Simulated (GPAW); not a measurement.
# TiO2 (P4_2/mnm) in GPAW: further runs, part 2 of 3

GPAW 26.7.0. The steps go on from the part before.

**3. Band structure, PBE+U**

The input, run.py:

```python
from ase.dft.bandgap import bandgap
from ase.io import read, write
from ase.units import GPa
from gpaw import GPAW, PW

atoms = read('TiO2.xyz')

calc = GPAW(mode=PW(800),
            xc='PBE',
            kpts={'size': (4, 4, 7), 'gamma': True},
            occupations={'name': 'fermi-dirac', 'width': 0.05},
            setups={'Ti': ':d,4.0'},
            nbands=43,
            convergence={'density': 1e-05, 'energy': 1e-05},
            maxiter=150,
            txt='gpaw.txt')
atoms.calc = calc
energy = atoms.get_potential_energy()
forces = atoms.get_forces()
stress = atoms.get_stress()
calc.write('gs.gpw')
write('result.traj', atoms)
print(f'Energy: {energy:.6f} eV')
print('Forces (eV/A):')
print(forces.round(4))
print('Stress (GPa):', (stress / GPa).round(3))
print('Fermi level:', round(calc.get_fermi_level(), 4), 'eV')
print(f'Gap: {bandgap(calc)[0]:.4f} eV, direct: {bandgap(calc, direct=True)[0]:.4f} eV')

path = atoms.cell.bandpath('GXMGZRAZ,XR,MA', npoints=100, eps=1e-4)
bs_calc = calc.fixed_density(kpts=path, symmetry='off', nbands=61,
                             convergence={'bands': 'CBM+6.0', 'eigenstates': 1e-6}, txt='bands.txt')
bs = bs_calc.band_structure()
bs.write('bs.json')
print(f'Gap on the path: {bandgap(bs_calc)[0]:.4f} eV')
```

The input, TiO2.xyz:

```xyz
6
Lattice="4.5998373239 0.0000000000 0.0000000000 0.0000000000 4.5998373239 0.0000000000 0.0000000000 0.0000000000 2.9592135600" Properties=species:S:1:pos:R:3 pbc="T T T"
Ti     0.0000000000      0.0000000000      1.4796067800
Ti     2.2999186620      2.2999186620      0.0000000000
O      1.3998285662      1.3998285662      1.4796067800
O      0.9000900958      3.6997472281      0.0000000000
O      3.6997472281      0.9000900958      0.0000000000
O      3.2000087577      3.2000087577      1.4796067800
```

Potentials or basis: GPAW PAW data sets (gpaw-data 1.2.1), pw.

Command:

```sh
OMP_NUM_THREADS=1 python run.py
```

gpaw.txt:

```text
__  _  _
 | _ |_)|_||  |
 |__||  | ||/\| - 26.7.0

Input parameters:
  mode=PW(ecut=800.0),
  convergence={'density': 1e-05, 'energy': 1e-05},
  kpts=MonkhorstPack(size=(4, 4, 7), gamma=True),
  maxiter=150,
  nbands=43,
  occupations=Occupations(name='fermi-dirac', width=0.05),
  setups={'Ti': ':d,4.0'},
  xc=XC(name='PBE')

Diagonalizing LCAO Hamiltonian
Converting LCAO to pw mode
    .----------.
   /|          |
  / |          |
 *  |      O   |
 |  .O---------.
 Ti/  O Ti    /
 |/       O  /
 *----------*

Atoms  # Å, Bohr magnetons
|   | symbol |        x |        y |        z |    initial magnetic moments |
|---|--------|----------|----------|----------|-----------------------------|
| 0 |     Ti | 0.000000 | 0.000000 | 1.479607 | ( 0.0000,  0.0000,  0.0000) |
| 1 |     Ti | 2.299919 | 2.299919 | 0.000000 | ( 0.0000,  0.0000,  0.0000) |
| 2 |      O | 1.399829 | 1.399829 | 1.479607 | ( 0.0000,  0.0000,  0.0000) |
| 3 |      O | 0.900090 | 3.699747 | 0.000000 | ( 0.0000,  0.0000,  0.0000) |
| 4 |      O | 3.699747 | 0.900090 | 0.000000 | ( 0.0000,  0.0000,  0.0000) |
| 5 |      O | 3.200009 | 3.200009 | 1.479607 | ( 0.0000,  0.0000,  0.0000) |

Unit cell  # Å
| periodic |        x |        y |        z |  lengths |    angles |
|----------|----------|----------|----------|----------|-----------|
|      yes | 4.599837 | 0.000000 | 0.000000 | 4.599837 | 90.000000 |
|      yes | 0.000000 | 4.599837 | 0.000000 | 4.599837 | 90.000000 |
|      yes | 0.000000 | 0.000000 | 2.959214 | 2.959214 | 90.000000 |

Number of symmetries: 8
Symmetry operations  # r_c * U_cc + t_c -> r_c
|   | kind |            matrix            |
|---|------|------------------------------|
| 0 |  E   |  1, 0, 0,  0, 1, 0,  0, 0, 1 |
| 1 |  σ   |  1, 0, 0,  0, 1, 0,  0, 0,-1 |
| 2 |  σ   |  0, 1, 0,  1, 0, 0,  0, 0, 1 |
| 3 |  C2  |  0, 1, 0,  1, 0, 0,  0, 0,-1 |
| 4 |  σ   |  0,-1, 0, -1, 0, 0,  0, 0, 1 |
| 5 |  C2  |  0,-1, 0, -1, 0, 0,  0, 0,-1 |
| 6 |  C2  | -1, 0, 0,  0,-1, 0,  0, 0, 1 |
| 7 |  i   | -1, 0, 0,  0,-1, 0,  0, 0,-1 |

BZ-sampling:
  Number of BZ points: 112
  Number of IBZ points: 28

  Monkhorst-Pack size: [4, 4, 7]
  Monkhorst-Pack shift: [0.125, 0.125, 0.0]

K-points  # in reciprocal-cell coordinates
|     |                                coordinates |     weight |
|-----|--------------------------------------------|------------|
|   0 | (  0.00000000,   0.00000000,   0.00000000) | 0.00892857 |
|   1 | (  0.00000000,   0.00000000,   0.14285714) | 0.01785714 |
|   2 | (  0.00000000,   0.00000000,   0.28571429) | 0.01785714 |
|   3 | (  0.00000000,   0.00000000,   0.42857143) | 0.01785714 |
[... 87 lines left out ...]
eigensolver:
  PPCG
  Converge bands: occupied
  niter=2

density mixing:
  MSR1-Mixer
  Pratt-step length: 0.05
  Maximum mixing coefficient: 0.75
  Old densities: 10
  SVD Regularization: 0.005
  Good broyden scale: 1.0
  Trust region scale: 1.0
  Backstep threshold: 4.0
  History deletion threshold: 6.0
  Fourier metric: weight=20.0, sigma=0.015

occupation numbers:
  Fermi-Dirac:
    width: 0.0500  # eV

poisson solver:
  ecut: 6400.0  # eV

xc functional:
  name: PBE with 2 nearest neighbor stencil

convergence criteria:
- Maximum integral of absolute [dens]ity change: 1e-05 electrons / valence electron
- Maximum [total energy] change in last 3 cyles: 1e-05 eV / valence electron
- Maximum integral of absolute [eigenst]ate change: 4e-08 eV^2 / valence electron
maximum number of iterations: 150

SCF iterations
|iter     | |      energy | eigst |  dens |
|---------|-|-------------|-------|-------|
|iter:   1| |  -58.196307 | +0.05 |       |
|iter:   2| |  -54.794387 | -1.73 | -0.76 |
|iter:   3| |  -47.392886 | -0.48 | -0.82 |
|iter:   4| |  -46.955725 | -1.79 | -1.32 |
|iter:   5| |  -47.008691 | -2.41 | -1.61 |
|iter:   6| |  -46.978911 | -3.24 | -1.97 |
|iter:   7| |  -46.977270 | -3.94 | -2.61 |
|iter:   8| |  -46.977398 | -5.57 | -3.33 |
|iter:   9| |  -46.977394c| -6.47 | -3.63 |
|iter:  10| |  -46.977391c| -6.64 | -3.84 |
|iter:  11| |  -46.977391c| -7.92c| -4.74 |
|iter:  12| |  -46.977391c| -8.15c| -4.96 |
|iter:  13| |  -46.977391c| -8.26c| -5.24c|

Converged in 13 steps
Energy contributions relative to reference atoms: (reference = -54611.437768)

Energy contributions:
  Kinetic:          55.949263
  Coulomb:         -66.446159
  Zero:              1.486039
  External:          0.000000
  Xc:              -37.966534
  Entropy:          -0.000000
  Spinorbit:         0.000000
  ----------------------------
  Free energy:     -46.977391
  Extrapolated:    -46.977391

dipole moment: (-14.932077, -14.932077, -26.189893)  # |e|*Ang

Fermi level: 6.998
Eigenvalues  # (at kpt = [0.000, 0.000, 0.000])
| band index |      eig [eV] | occ [0-2] |
|------------|---------------|-----------|
|          0 |       -52.223 |     2.000 |
|        ... |               |           |
|         16 |         2.105 |     2.000 |
|         17 |         3.236 |     2.000 |
|         18 |         3.236 |     2.000 |
|         19 |         3.809 |     2.000 |
|         20 |         5.127 |     2.000 |
|         21 |         5.417 |     2.000 |
[... 8 lines left out ...]
|         30 |        11.208 |     0.000 |
|         31 |        12.605 |     0.000 |
|        ... |               |           |
|         42 |        25.061 |     0.000 |

Gap: 2.516 eV
Transition (v -> c):
  (s=0, k=0, n=23, [0.00, 0.00, 0.00]) -> (s=0, k=24, n=24, [0.50, 0.50, 0.00])
Direct/indirect transitions are different
Direct gap: 2.529 eV
Transition at: (s=0, k=0, n=23, [0.00, 0.00, 0.00])

Forces  # eV/Ang
|        x |        y |       z |
|----------|----------|---------|
|  0.00000 |  0.00000 | 0.00000 |  # Ti   0
|  0.00000 |  0.00000 | 0.00000 |  # Ti   1
| -0.06139 | -0.06139 | 0.00000 |  # O    2
|  0.06136 | -0.06136 | 0.00000 |  # O    3
| -0.06136 |  0.06136 | 0.00000 |  # O    4
|  0.06139 |  0.06139 | 0.00000 |  # O    5

Stress tensor  # eV/Ang^3
|         x |         y |         z |
|-----------|-----------|-----------|
| -0.052878 | -0.000000 |  0.000000 |
| -0.000000 | -0.052878 |  0.000000 |
|  0.000000 |  0.000000 | -0.076977 |

# Writing to gs.gpw (mode='')
```

bands.txt:

```text
Diagonalizing LCAO Hamiltonian
Converting LCAO to pw mode
convergence criteria:
- Maximum integral of absolute [eigenst]ate change: 1e-06 eV^2 / valence electron
maximum number of iterations: 150

SCF iterations
|iter     | |      energy | eigst |  dens |
[... 106 lines left out ...]
         [0.5       , 0.5       , 0.21428571],
         [0.5       , 0.5       , 0.25      ],
         [0.5       , 0.5       , 0.28571429],
         [0.5       , 0.5       , 0.32142857],
         [0.5       , 0.5       , 0.35714286],
         [0.5       , 0.5       , 0.39285714],
         [0.5       , 0.5       , 0.42857143],
         [0.5       , 0.5       , 0.46428571],
         [0.5       , 0.5       , 0.5       ]])),
  maxiter=150,
  nbands=61,
  occupations=Occupations(name='fermi-dirac', width=0.05),
  setups={'Ti': ':d,4.0'},
  symmetry=Symmetry(point_group=False, time_reversal=False),
  xc=XC(name='PBE')
```

It took 1.8 min on 1 thread of Intel Xeon 6975P-C (Granite Rapids), shared host; peak memory 0.7 GiB.

Results:

| Property | Result |
| --- | --- |
| Free energy | -46.9774 eV |
| Pressure | 9.8 GPa |
| Largest force | 0.087 eV/Å |
| Band gap on the k mesh | 2.52 eV, indirect (least direct gap 2.53 eV) |
| Band gap along the path | 2.52 eV, indirect (least direct gap 2.53 eV) |

Forces in eV/Å, atoms in the order of the input:
```
Ti   0.000  0.000  0.000
Ti   0.000  0.000  0.000
O   -0.061 -0.061  0.000
O    0.061 -0.061  0.000
O   -0.061  0.061  0.000
O    0.061  0.061  0.000
```

Levels at the corners of the path, in eV from the valence-band top:
| point | band 21 | band 22 | band 23 | band 24 | band 25 | band 26 | band 27 | band 28 |
| --- | --- | --- | --- | --- | --- | --- | --- | --- |
| Γ | -0.82 | -0.53 | -0.53 | 0.00 | 2.53 | 2.73 | 3.12 | 3.19 |
| X | -1.72 | -1.72 | -0.78 | -0.78 | 3.15 | 3.15 | 3.75 | 3.75 |
| M | -1.45 | -1.45 | -1.20 | -1.20 | 2.52 | 2.52 | 3.21 | 3.21 |
| Γ | -0.82 | -0.53 | -0.53 | 0.00 | 2.53 | 2.73 | 3.12 | 3.19 |
| Z | -2.35 | -2.35 | -1.50 | -1.50 | 3.63 | 3.63 | 3.99 | 3.99 |
| R | -2.02 | -2.02 | -1.10 | -1.10 | 2.57 | 2.57 | 4.04 | 4.04 |
| A | -1.27 | -1.27 | -0.74 | -0.74 | 3.25 | 3.25 | 3.82 | 3.82 |
| Z | -2.35 | -2.35 | -1.50 | -1.50 | 3.63 | 3.63 | 3.99 | 3.99 |
| X | -1.72 | -1.72 | -0.78 | -0.78 | 3.15 | 3.15 | 3.75 | 3.75 |
| R | -2.02 | -2.02 | -1.10 | -1.10 | 2.57 | 2.57 | 4.04 | 4.04 |
| M | -1.45 | -1.45 | -1.20 | -1.20 | 2.52 | 2.52 | 3.21 | 3.21 |
| A | -1.27 | -1.27 | -0.74 | -0.74 | 3.25 | 3.25 | 3.82 | 3.82 |

**4. Band structure, PBE+U**

run.py, as its differences from that of step 3:

```diff
@@ -11,3 +11,3 @@
             occupations={'name': 'fermi-dirac', 'width': 0.05},
-            setups={'Ti': ':d,4.0'},
+            setups={'Ti': ':d,5.0'},
             nbands=43,
```

TiO2.xyz is that of step 3.

Potentials or basis: GPAW PAW data sets (gpaw-data 1.2.1), pw.

Command:

```sh
OMP_NUM_THREADS=1 python run.py
```

gpaw.txt:

```text
__  _  _
 | _ |_)|_||  |
 |__||  | ||/\| - 26.7.0

Input parameters:
  mode=PW(ecut=800.0),
  convergence={'density': 1e-05, 'energy': 1e-05},
  kpts=MonkhorstPack(size=(4, 4, 7), gamma=True),
  maxiter=150,
  nbands=43,
  occupations=Occupations(name='fermi-dirac', width=0.05),
  setups={'Ti': ':d,5.0'},
  xc=XC(name='PBE')

Diagonalizing LCAO Hamiltonian
Converting LCAO to pw mode
    .----------.
   /|          |
  / |          |
 *  |      O   |
 |  .O---------.
 Ti/  O Ti    /
 |/       O  /
 *----------*

Atoms  # Å, Bohr magnetons
|   | symbol |        x |        y |        z |    initial magnetic moments |
|---|--------|----------|----------|----------|-----------------------------|
| 0 |     Ti | 0.000000 | 0.000000 | 1.479607 | ( 0.0000,  0.0000,  0.0000) |
| 1 |     Ti | 2.299919 | 2.299919 | 0.000000 | ( 0.0000,  0.0000,  0.0000) |
| 2 |      O | 1.399829 | 1.399829 | 1.479607 | ( 0.0000,  0.0000,  0.0000) |
| 3 |      O | 0.900090 | 3.699747 | 0.000000 | ( 0.0000,  0.0000,  0.0000) |
| 4 |      O | 3.699747 | 0.900090 | 0.000000 | ( 0.0000,  0.0000,  0.0000) |
| 5 |      O | 3.200009 | 3.200009 | 1.479607 | ( 0.0000,  0.0000,  0.0000) |

Unit cell  # Å
| periodic |        x |        y |        z |  lengths |    angles |
|----------|----------|----------|----------|----------|-----------|
|      yes | 4.599837 | 0.000000 | 0.000000 | 4.599837 | 90.000000 |
|      yes | 0.000000 | 4.599837 | 0.000000 | 4.599837 | 90.000000 |
|      yes | 0.000000 | 0.000000 | 2.959214 | 2.959214 | 90.000000 |

Number of symmetries: 8
Symmetry operations  # r_c * U_cc + t_c -> r_c
|   | kind |            matrix            |
|---|------|------------------------------|
| 0 |  E   |  1, 0, 0,  0, 1, 0,  0, 0, 1 |
| 1 |  σ   |  1, 0, 0,  0, 1, 0,  0, 0,-1 |
| 2 |  σ   |  0, 1, 0,  1, 0, 0,  0, 0, 1 |
| 3 |  C2  |  0, 1, 0,  1, 0, 0,  0, 0,-1 |
| 4 |  σ   |  0,-1, 0, -1, 0, 0,  0, 0, 1 |
| 5 |  C2  |  0,-1, 0, -1, 0, 0,  0, 0,-1 |
| 6 |  C2  | -1, 0, 0,  0,-1, 0,  0, 0, 1 |
| 7 |  i   | -1, 0, 0,  0,-1, 0,  0, 0,-1 |

BZ-sampling:
  Number of BZ points: 112
  Number of IBZ points: 28

  Monkhorst-Pack size: [4, 4, 7]
  Monkhorst-Pack shift: [0.125, 0.125, 0.0]

K-points  # in reciprocal-cell coordinates
|     |                                coordinates |     weight |
|-----|--------------------------------------------|------------|
|   0 | (  0.00000000,   0.00000000,   0.00000000) | 0.00892857 |
|   1 | (  0.00000000,   0.00000000,   0.14285714) | 0.01785714 |
|   2 | (  0.00000000,   0.00000000,   0.28571429) | 0.01785714 |
|   3 | (  0.00000000,   0.00000000,   0.42857143) | 0.01785714 |
|   4 | (  0.25000000,  -0.25000000,   0.00000000) | 0.01785714 |
[... 92 lines left out ...]
  MSR1-Mixer
  Pratt-step length: 0.05
  Maximum mixing coefficient: 0.75
  Old densities: 10
  SVD Regularization: 0.005
  Good broyden scale: 1.0
  Trust region scale: 1.0
  Backstep threshold: 4.0
  History deletion threshold: 6.0
  Fourier metric: weight=20.0, sigma=0.015

occupation numbers:
  Fermi-Dirac:
    width: 0.0500  # eV

poisson solver:
  ecut: 6400.0  # eV

xc functional:
  name: PBE with 2 nearest neighbor stencil

convergence criteria:
- Maximum integral of absolute [dens]ity change: 1e-05 electrons / valence electron
- Maximum [total energy] change in last 3 cyles: 1e-05 eV / valence electron
- Maximum integral of absolute [eigenst]ate change: 4e-08 eV^2 / valence electron
maximum number of iterations: 150

SCF iterations
|iter     | |      energy | eigst |  dens |
|---------|-|-------------|-------|-------|
|iter:   1| |  -57.417376 | +0.05 |       |
|iter:   2| |  -53.942249 | -1.71 | -0.76 |
|iter:   3| |  -46.082764 | -0.46 | -0.81 |
|iter:   4| |  -45.701316 | -1.81 | -1.34 |
|iter:   5| |  -45.788918 | -2.35 | -1.62 |
|iter:   6| |  -45.745579 | -3.16 | -1.95 |
|iter:   7| |  -45.743582 | -3.82 | -2.55 |
|iter:   8| |  -45.743809 | -5.40 | -3.28 |
|iter:   9| |  -45.743814c| -6.28 | -3.58 |
|iter:  10| |  -45.743811c| -6.68 | -3.88 |
|iter:  11| |  -45.743812c| -7.46c| -4.70 |
|iter:  12| |  -45.743812c| -7.67c| -4.95 |
|iter:  13| |  -45.743812c| -8.10c| -5.24c|

Converged in 13 steps
Energy contributions relative to reference atoms: (reference = -54611.437768)

Energy contributions:
  Kinetic:          54.980835
  Coulomb:         -65.585422
  Zero:              1.532323
  External:          0.000000
  Xc:              -36.671549
  Entropy:          -0.000000
  Spinorbit:         0.000000
  ----------------------------
  Free energy:     -45.743812
  Extrapolated:    -45.743812

dipole moment: (-14.955669, -14.955669, -26.202427)  # |e|*Ang

Fermi level: 7.130
Eigenvalues  # (at kpt = [0.000, 0.000, 0.000])
| band index |      eig [eV] | occ [0-2] |
|------------|---------------|-----------|
|          0 |       -52.460 |     2.000 |
|        ... |               |           |
|         16 |         2.180 |     2.000 |
|         17 |         3.279 |     2.000 |
|         18 |         3.279 |     2.000 |
|         19 |         3.853 |     2.000 |
|         20 |         5.181 |     2.000 |
|         21 |         5.481 |     2.000 |
[... 8 lines left out ...]
|         30 |        11.499 |     0.000 |
|         31 |        12.725 |     0.000 |
|        ... |               |           |
|         42 |        25.066 |     0.000 |

Gap: 2.688 eV
Transition (v -> c):
  (s=0, k=0, n=23, [0.00, 0.00, 0.00]) -> (s=0, k=24, n=24, [0.50, 0.50, 0.00])
Direct/indirect transitions are different
Direct gap: 2.717 eV
Transition at: (s=0, k=0, n=23, [0.00, 0.00, 0.00])

Forces  # eV/Ang
|        x |        y |       z |
|----------|----------|---------|
|  0.00000 |  0.00000 | 0.00000 |  # Ti   0
|  0.00000 |  0.00000 | 0.00000 |  # Ti   1
| -0.07257 | -0.07257 | 0.00000 |  # O    2
|  0.07259 | -0.07259 | 0.00000 |  # O    3
| -0.07259 |  0.07259 | 0.00000 |  # O    4
|  0.07257 |  0.07257 | 0.00000 |  # O    5

Stress tensor  # eV/Ang^3
|         x |         y |         z |
|-----------|-----------|-----------|
| -0.058163 |  0.000000 |  0.000000 |
|  0.000000 | -0.058163 |  0.000000 |
|  0.000000 |  0.000000 | -0.088622 |

# Writing to gs.gpw (mode='')
```

Run time: 1.9 min. Hardware: 1 thread of Intel Xeon 6975P-C (Granite Rapids), shared host; peak memory 0.7 GiB.

Results:

* Free energy: -45.7438 eV
* Pressure: 10.9 GPa
* Largest force: 0.103 eV/Å
* Band gap on the k mesh: 2.69 eV, indirect (least direct gap 2.72 eV)
* Band gap along the path: 2.69 eV, indirect (least direct gap 2.72 eV)

Forces in eV/Å, atoms in the order of the input:
```
Ti   0.000  0.000  0.000
Ti   0.000  0.000  0.000
O   -0.073 -0.073  0.000
O    0.073 -0.073  0.000
O   -0.073  0.073  0.000
O    0.073  0.073  0.000
```

Levels at the corners of the path, in eV from the valence-band top:
```csv
point,band 20,band 21,band 22,band 23,band 24,band 25,band 26,band 27,band 28,band 29
Γ,-2.18,-0.85,-0.55,-0.55,0.00,2.72,2.89,3.33,3.39,3.39
X,-3.17,-1.73,-1.73,-0.79,-0.79,3.33,3.33,3.96,3.96,4.42
M,-2.08,-1.48,-1.48,-1.23,-1.23,2.69,2.69,3.41,3.41,4.65
Γ,-2.18,-0.85,-0.55,-0.55,0.00,2.72,2.89,3.33,3.39,3.39
Z,-2.90,-2.35,-2.35,-1.51,-1.51,3.82,3.82,4.20,4.20,4.43
R,-2.59,-2.01,-2.01,-1.12,-1.12,2.76,2.76,4.26,4.26,4.66
A,-2.87,-1.26,-1.26,-0.76,-0.76,3.44,3.44,4.00,4.00,4.31
Z,-2.90,-2.35,-2.35,-1.51,-1.51,3.82,3.82,4.20,4.20,4.43
X,-3.17,-1.73,-1.73,-0.79,-0.79,3.33,3.33,3.96,3.96,4.42
R,-2.59,-2.01,-2.01,-1.12,-1.12,2.76,2.76,4.26,4.26,4.66
M,-2.08,-1.48,-1.48,-1.23,-1.23,2.69,2.69,3.41,3.41,4.65
A,-2.87,-1.26,-1.26,-0.76,-0.76,3.44,3.44,4.00,4.00,4.31
```

(Part 2 of 3 ends here.)
